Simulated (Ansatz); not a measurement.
# CdF2 monolayer (1T): from the cell to its phonons, part 3 of 3

How does CdF2 monolayer (1T) vibrate, and is this structure a minimum?

Ansatz 0.2.0; DFT PBE, scalar-relativistic, plane waves, PAW.

So far. Step 4 (Relaxing to small forces for the phonons): The largest force component left is 0.014 meV/Å, within the tolerances set. Step 5 (Modes at Γ): Before it was imposed, the acoustic sum rule was missed by 1.1e-4 eV/Å² and the charge sum rule by 2.1e-5 e. Small misses are needed for a sound result but don't prove that mesh and cutoff are converged. The lowest optical mode is real, 228 cm⁻¹.

## 6. Phonons on a q mesh

Stability and thermal properties need the whole zone. Linear response on a 6×6×1 q mesh gives force constants as far as a supercell of that size would, and the tensors from the zone-centre run are typed in so that the long-range dipole term is interpolated apart.

Input file input.yaml:

```yaml
crystal:
  lattice:
    - [3.5531597788, 0.0, 0.0]
    - [-1.7765798894, 3.0771266321, 0.0]
    - [0.0, 0.0, 27.6]
  atoms:
    - { symbol: Cd, position: [0.0, 0.0, 0.3623188406] }
    - { symbol: F, position: [0.3333333333, 0.6666666667, 0.3983442834] }
    - { symbol: F, position: [0.6666666667, 0.3333333333, 0.3262933978] }
  periodic: [true, true, false]
kpoints:
  mp_grid: { grid: [12, 12, 1] }
hamiltonian:
  xc: pbe
scf:
  occupations: { method: fixed }
output:
  eigenvalues: true
phonons:
  method: dfpt
  qmesh: [6, 6, 1]
  temperatures: { t_max: 1000, t_step: 50 }
  qpath:
    path:
      - [0.0, 0.0, 0.0]
      - [0.5, 0.0, 0.0]
      - [0.33333333, 0.33333333, 0.0]
      - [0.0, 0.0, 0.0]
    npoints: 10
  isolated: true
  non_analytic_term:
    high_frequency_dielectric_tensor: [[1.2694, 0.0, 0.0], [0.0, 1.2694, 0.0], [0.0, 0.0, 1.0849]]
    born_effective_charges:
      - { species: Cd, tensor: [[2.5684, 0.0, 0.0], [0.0, 2.5684, 0.0], [0.0, 0.0, 0.7462]] }
      - { species: F, tensor: [[-1.2842, 0.0, 0.0], [0.0, -1.2842, 0.0], [0.0, 0.0, -0.3731]] }
      - { species: F, tensor: [[-1.2842, 0.0, 0.0], [0.0, -1.2842, 0.0], [0.0, 0.0, -0.3731]] }
    source: "zone-centre run at this cell"
```

Run with:

```bash
> ansatz run input.yaml --threads 4 --pin off --max-ram 14336MiB --backend cpu --events-out ev --progress --plain --runs-dir out
```

Numbers of over 12 decimals in the logs are rounded to 6 here.

Log:

```text
Warning: phonons: the dynamical matrix that this run interpolates holds no multipole term above the dipole-dipole one, and a site of this crystal is no centre of inversion, so its interpolated transverse optical and acoustic branches and sound speeds can stay off near Gamma, and the density of states and the thermodynamics with them. What a run solves at a wave vector of phonons.qpoints, Gamma apart, where the deck admits one, is free of this, and under fd what a larger phonons.supercell samples
[...]
Crystal: 3 atoms, lattice volume = 301.765 Å³
Basis set: ecut = 420 eV, 5811 PW (Γ), exchange–correlation on 48×48×384 points (8 copies of the dense FFT grid, shifted against one another)
Bands: 21, of which v1, the nominal top of the filled ones, is band 17 counted from 1 (16 counted from 0)
Symmetry: 12 space group operations
k-points: 19 of 144 (irreducible under 6 space group operations, time reversal used)
[...]
SCF iter   1: F=—  HF=-9871.955376 eV  |F-HF|=—  |Δ(HF+E_count)|=         —  Δρ=5.40e-4  dr2=4.21e-3  ethr=1.77e-3  ⟨swp⟩=6.3  Hψ=1944  notcnv=0  defer=32
[...]
SCF iter  10: F=-9871.956282 eV  HF=-9871.956282 eV  |F-HF|=2.00e-11  |Δ(HF+E_count)|=  1.46e-11  Δρ=2.79e-9  dr2=1.36e-14  ethr=1.00e-12  ⟨swp⟩=7.4  Hψ=2001  notcnv=0
SCF 1 converged in 10 iterations: F = -9871.956282 eV  dr2 = 1.36e-14
[...]
NSCF: frozen V_eff on 19 k-points
[...]
DFPT response loops at q = (0, 0, 0) (fractional): preconditioner auto → none (the input reference at scf.mixing.eps_inf says where Resta's filter doesn't serve); β = 0.50; Broyden in place of MSR1
[...]
SCF converged after 10 iterations
Free energy (F): -9871.956282 eV
[...]
Internal energy: -9871.956282 eV  (E = F + TS)
E sigma→0 (E₀):  -9871.956282 eV
Fermi energy:    -8.792106 eV
[...]
--- Band table (eV; the first three rows and the last of 19) ---
  k-point 0: bands = [... 13 lower, -9.9415, -9.5933, -8.7921, -8.7921, -4.9213, -1.5252 (-1.5252°), -0.0940, 0.2046]
  k-point 1: bands = [... 13 lower, -9.9133, -9.5643, -8.8848, -8.8078, -4.7270, -1.3908 (-1.3908°), 0.0091, 0.3192]
  k-point 2: bands = [... 13 lower, -9.9567, -9.4918, -9.1125, -8.8370, -4.1963, -1.0136 (-1.0136°), 0.3157, 0.6597]
  k-point 18: bands = [... 13 lower, -10.5235, -10.2454, -9.0481, -9.0481, -0.9961, 2.0902, 2.3039, 2.3039]
  ° read free of the cell's end (the report's vacuum.weakly_bound_levels)
--- Phonons (Γ-DFPT): 6 representative perturbations + reference (Σ response iterations 22) ---
  ASR residual: 1.195e-5 → 0.000e0 eV/Å²; symmetrization residual: 9.103e-6 eV/Å²
[...]
ASR residual per site (eV/Å²): 1.19e-5 8.78e-6 8.52e-6
  Γ frequencies (cm⁻¹): 0.00 0.00 0.00 228.43 228.43 252.48 252.48 287.38 303.89
--- Phonons (arbitrary-q DFPT): 7 irreducible q on the 6×6×1 mesh ---
  q = [0.0000, 0.0000, 0.0000] (star 1, of the zone-centre solve; hermiticity 1.89e-6, symmetrization 4.71e-12, taken by the last average 4.42e-8): -0.00 -0.00 0.00 228.43 228.43 252.48 252.48 287.38 303.89
  q = [0.0000, 0.1667, 0.0000] (star 6, 9 solved perturbations on 78 of 144 k-point pairs; hermiticity 1.02e-6, symmetrization 4.88e-9, taken by the last average 9.32e-8): 13.40 42.71 75.19 211.89 234.06 271.16 274.31 284.56 355.03
[...]
q = [0.1667, 0.1667, 0.0000] (star 6, 6 solved perturbations in 666 linear systems a pass and spin channel, the states on 144 of 144 k-point pairs; hermiticity 1.16e-6, symmetrization 5.92e-11, taken by the last average 2.40e-7): 30.72 79.33 113.37 221.88 229.35 232.83 284.55 303.52 359.15
[...]
sum rule: each row above includes the acoustic sum rule's correction from the zone centre's row sums; it moved no ω² by more than (0.35 cm⁻¹)²
  mesh force constants: q→R imaginary residual 1.53e-18; ASR residual 1.195e-5 → 0.000e0 eV/Å²; symmetrization residual 7.105e-15 eV/Å²
  interpolated dispersion: 31 rows × 9 modes
  density of states and harmonic sums: on the 24×24×1 q-mesh, interpolated from the force constants of a 6×6×1 supercell (with the dipole–dipole term of supplied tensors)
  largest difference from the sums on the solved wave vectors: F 2.99e-2 eV, S 3.67e-5 and C_V 6.72e-6 eV/K
  zero-point energy: 0.115728 eV/cell   skipped modes (ω ≤ 0): 3   left out of the sums: 5.79e-4 of the cell's modes: C_V's classical limit lies that fraction below 3 k_B per atom; for a crystal, a wire or a layer, F and S can be off by more, and a phonons.interpolated_qmesh denser along its periods is the remedy for the sampling
```

Elapsed: 10 min, on 4 threads of Arm Neoverse V1, shared host; peak memory 2.1 GiB.

Numbers from this step:

| Quantity | Value |
| --- | --- |
| sum-rule residual before enforcement | 1.19e-5 eV/Å² |
| lowest frequency on the path | 0 cm⁻¹ |
| highest frequency on the path or at a solved wavevector | 361.3 cm⁻¹ |
| mean frequency | 207.3 cm⁻¹ |
| lowest mode on the q mesh (acoustic modes at Γ apart) | 13.4 cm⁻¹ |
| zero-point energy per atom | 38.58 meV |
| heat capacity at 300 K | 22.60 J/(mol atoms K) |
| vibrational entropy at 300 K | 31.67 J/(mol atoms K) |
| edges of the widest gap between branches, on path and mesh | 150.5, 185 cm⁻¹ |

Frequencies (cm⁻¹) solved at each irreducible wavevector; negative means imaginary. Frequencies by wavevector, by row:

```
q in reciprocal lattice units  star  mode 1  mode 2  mode 3  mode 4  mode 5  mode 6  mode 7  mode 8  mode 9
                        0 0 0     1       0       0       0   228.4   228.4   252.5   252.5   287.4   303.9
                   0 0.1667 0     6    13.4    42.7    75.2   211.9   234.1   271.2   274.3   284.6     355
                   0 0.3333 0     6    37.2    76.8   130.7   193.3   228.3   255.5   292.2   295.7   359.7
                     0 -0.5 0     3    48.6      91   150.5     185   218.6   252.6   300.4   305.1   355.2
              0.1667 0.1667 0     6    30.7    79.3   113.4   221.9   229.3   232.8   284.6   303.5   359.1
              0.1667 0.3333 0    12    46.4     109   141.1     206   214.5   242.4   297.4   308.9   354.6
              0.3333 0.3333 0     2    49.5   137.8   137.8   209.2   209.2   241.2   305.4   305.4   352.2
```

Interpolated from a 6×6×1 q mesh, with the LO-TO term (at Γ the limit along the path; where Γ stands inside the path, tables give the limit on arrival). The phonon branches at the labelled points (cm⁻¹):

```
  point  branch 1  branch 2  branch 3  branch 4  branch 5  branch 6  branch 7  branch 8  branch 9
      Γ         0         0         0       228       228       252       252       287       304
halfway        25        61       107       202       234       262       283       288       361
      M        49        91       150       185       218       253       300       305       355
halfway        48       113       145       206       210       244       303       306       354
      K        49       138       138       209       209       241       306       306       352
halfway        31        79       113       222       229       233       285       304       359
      Γ         0         0         0       228       228       252       252       287       304
```

The phonon branches as a text plot (rows in cm⁻¹):

```
    354 |     *********************************************
    339 |   **                                             **
    324 |                                                    ***
    309 |***            ******************************          *
    294 |*****    *************              *******  ***********
    279 | **********                                ************
    263 |   **********                                   *******
    248 |***          ***************   ***           ***       *
    233 |***************             ***   **********************
    218 | ******        ***********  ****  ******************
    203 |       ******            ****************
    188 |             ************
    173 |
    158 |
    143 |               ***********************
    128 |           ****             ****  *********
    113 |         **              ***          ***  **
     98 |                   ******                **  ***
     83 |       **    ******                        **   **
     68 |     **  ****                                ***
     53 |   **  **        *********************          ****
     38 |     **    ******                     *******     **
     23 | ****  ****                                  ***    ***
      8 |*******                                         ********
         Γ                   M           K                      Γ
```

Tetrahedra on a 24×24×1 mesh, mean over bins of 5 cm-1. Interpolated from a 6×6×1 q mesh. Table of phonon density of states by wavenumber; read off at these points:

```
wavenumber (cm⁻¹)  phonon density of states (1/cm⁻¹/cell)
                2                                 0.00597
               12                                  0.0109
               28                                  0.0168
               38                                  0.0257
               48                                  0.0810
               52                                 0.00773
               62                                 0.00962
               78                                  0.0138
               88                                  0.0204
              102                                  0.0175
              112                                  0.0164
              128                                  0.0187
              138                                  0.0294
              152                                  8.2e-4
              162                                       0
              178                                       0
              188                                  0.0155
              202                                  0.0253
              212                                  0.0532
              218                                  0.0712
              228                                  0.0409
              232                                  0.0650
              238                                  0.0285
              252                                  0.0456
              262                                  0.0180
              278                                 0.00898
              288                                  0.0564
              302                                  0.0847
              312                                  0.0152
              328                                 0.00104
              338                                 0.00191
              352                                  0.0585
              358                                   0.105
              362                                  0.0216
```

The partial phonon density of states has structure finer than the step of the table below, so its rows give means over 10 cm⁻¹, whole bins alone (the curve runs from -10 to 390 cm⁻¹). Peaks (cm⁻¹: height): Cd 47.8: 0.0570, 140.8: 0.0239, 251.4: 0.00868, 301.7: 0.009; F 143.3: 0.0117, 218.7: 0.0577, 304.2: 0.0735, 354.4: 0.0816.

Phonopy on the run's constants, 19x19x1 mesh, Gaussian sigma 2.9 cm-1. Interpolated from a 6×6×1 q mesh. The partial phonon density of states by wavenumber; means over each step; values in 1/cm⁻¹/cell:

```
wavenumber (cm⁻¹)       Cd        F
                0  0.00299  0.00101
               10  0.00696  0.00228
               20   0.0105  0.00315
               30   0.0148  0.00375
               40   0.0299  0.00524
               50   0.0357  0.00469
               60  0.00791  0.00221
               70  0.00851  0.00227
               80   0.0121  0.00299
               90   0.0172  0.00350
              100   0.0162  0.00343
              110   0.0146  0.00333
              120   0.0140  0.00377
              130   0.0147  0.00527
              140   0.0212  0.00986
              150   0.0102  0.00528
              160   1.8e-4   9.5e-5
              170        0   7.5e-7
              180   2.5e-5  0.00184
              190   5.0e-4   0.0152
              200  0.00150   0.0286
              210  0.00296   0.0452
              220  0.00493   0.0512
              230  0.00591   0.0456
              240  0.00512   0.0300
              250  0.00760   0.0285
              260  0.00350   0.0168
              270  0.00139  0.00698
              280  0.00284   0.0262
              290  0.00579   0.0467
              300  0.00816   0.0650
              310  0.00466   0.0405
              320   3.3e-4  0.00191
              330   6.8e-5   2.8e-4
              340   5.8e-4  0.00250
              350  0.00139   0.0335
              360  0.00336   0.0430
              370  0.00155  0.00855
              380   1.6e-5   8.9e-5
```

Harmonic thermodynamic functions per atom, from the density of states. Interpolated from a 6×6×1 q mesh. Thermodynamic functions, by row:

```
T (K)  F_vib (meV/atom)  S (J/mol-atom/K)  C_V (J/mol-atom/K)
    0             38.58                 0                   0
  100             33.26             11.29               12.87
  200             15.27             22.95               20.21
  300            -13.26             31.67                22.6
  400            -49.67             38.32               23.57
  500            -92.24             43.64               24.04
  600            -139.8             48.05                24.3
  700            -191.6             51.81               24.47
  800              -247             55.08               24.57
  900            -305.6             57.98               24.65
 1000            -367.1             60.58                24.7
```

Symmetry leaves 7 wavevectors to solve. The lowest mode among them, the acoustic zeros apart, lies at q = (0, 0.167, 0) and is real, 13.4 cm⁻¹.

## 7. Isotope substitution

An isotope changes the mass and not the force constants, so no new electronic calculation is needed; the shifts show which modes move this element.

The same force constants with the mass of Cd changed from 112.414 to 115.905 u (phonopy, no LO-TO term). Both lists are sorted by frequency; levels can cross, so a row need not hold one and the same mode. Modes under 3 cm⁻¹ are left out. Isotope shifts, by row:

```
         q  rank  natural mass (cm⁻¹)  changed mass (cm⁻¹)
     0 0 0     4                228.4                228.4
     0 0 0     5                228.4                228.4
     0 0 0     6                252.5                251.5
     0 0 0     7                252.5                251.5
     0 0 0     8                287.4                287.4
     0 0 0     9                303.9                302.7
0 0.1667 0     1                 13.4                13.24
0 0.1667 0     2                42.71                42.21
0 0.1667 0     3                75.19                74.34
0 0.1667 0     4                211.9                211.7
0 0.1667 0     5                234.1                233.7
0 0.1667 0     6                271.2                270.5
0 0.1667 0     7                274.3                273.7
0 0.1667 0     8                284.6                284.3
0 0.1667 0     9                  355                  354
0 0.3333 0     1                37.23                36.76
0 0.3333 0     2                76.78                75.82
0 0.3333 0     3                130.7                129.2
0 0.3333 0     4                193.3                193.1
0 0.3333 0     5                228.3                227.7
0 0.3333 0     6                255.5                  255
0 0.3333 0     7                292.2                291.7
0 0.3333 0     8                295.7                295.4
0 0.3333 0     9                359.7                359.2
  0 -0.5 0     1                48.56                47.89
  0 -0.5 0     2                90.96                89.75
  0 -0.5 0     3                150.5                148.9
  0 -0.5 0     4                  185                  185
  0 -0.5 0     5                218.6                218.6
  0 -0.5 0     6                252.6                251.4
  0 -0.5 0     7                300.4                299.8
  0 -0.5 0     8                305.1                304.6
  0 -0.5 0     9                355.2                355.2
```

A mode of this element alone would shift by -1.52 %. The highest zone-centre frequency without the field goes from 303.9 to 302.7 cm⁻¹ (-0.4 %). The product of the frequency ratios over all optical modes at Γ is 0.989; the product rule, (m/m′)^(3k/2) (M′/M)^(3/2) with k = 1 such atoms and M the mass of the cell, gives 0.989.

## 8. What came out

| Item | Value |
| --- | --- |
| space group after relaxation (within 0.01 Å) | P-3m1 |
| area per atom | 3.65 Å² |
| gap on the k-mesh | 3.87 eV |
| highest optical mode at the zone centre (no LO-TO term) | 304 cm⁻¹ |
| lowest optical zone-centre mode | 228 cm⁻¹ |
| largest Born charge (third of the trace) | 1.96 e |
| lowest mode on the q mesh (acoustic modes at Γ apart) | 13.4 cm⁻¹ |
| highest frequency on the path or at a solved wavevector | 361 cm⁻¹ |
| zero-point energy per atom | 38.6 meV |
| heat capacity at 300 K | 22.6 J/(mol atoms K) |
| vibrational entropy at 300 K | 31.7 J/(mol atoms K) |
| imaginary modes on the 6×6×1 q mesh | none |

**Reading.** The structure is a minimum as far as tested: no mode is imaginary at the 7 irreducible wavevectors of the 6×6×1 mesh, and the softest away from the acoustic zeros lies at 13 cm⁻¹. Without the field, the optical modes at Γ span 228 to 304 cm⁻¹. The highest mode in this list at Γ, 303.9 cm⁻¹, is mostly motion of F (75 % of the kinetic energy). The strongest infrared line is at 252 cm⁻¹. Averaged over orientations, the strongest Raman line at 532 nm and 300 K is at 287 cm⁻¹. On the path and the mesh, the widest gap between branches runs from 150 to 185 cm⁻¹. In a sheet or slab the interpolated bending branch near Γ is rough, since the rotational sum rule isn't imposed. Dielectric tensors refer to the cell with its vacuum. The starting cell was built on a prototype and not taken from a measurement. These are harmonic frequencies at zero temperature: anharmonic shifts, linewidths and thermal expansion are left out.

[Logs are printed without paths, hosts, clocks, repeated set-up lines and the standing remarks that a program may print on its own settings, such as how far it seeks lower states.]

[Hosts, paths, dates, database ids (printed as entryN), source tags and the programs' standing remarks are cut or masked in the printed files.]
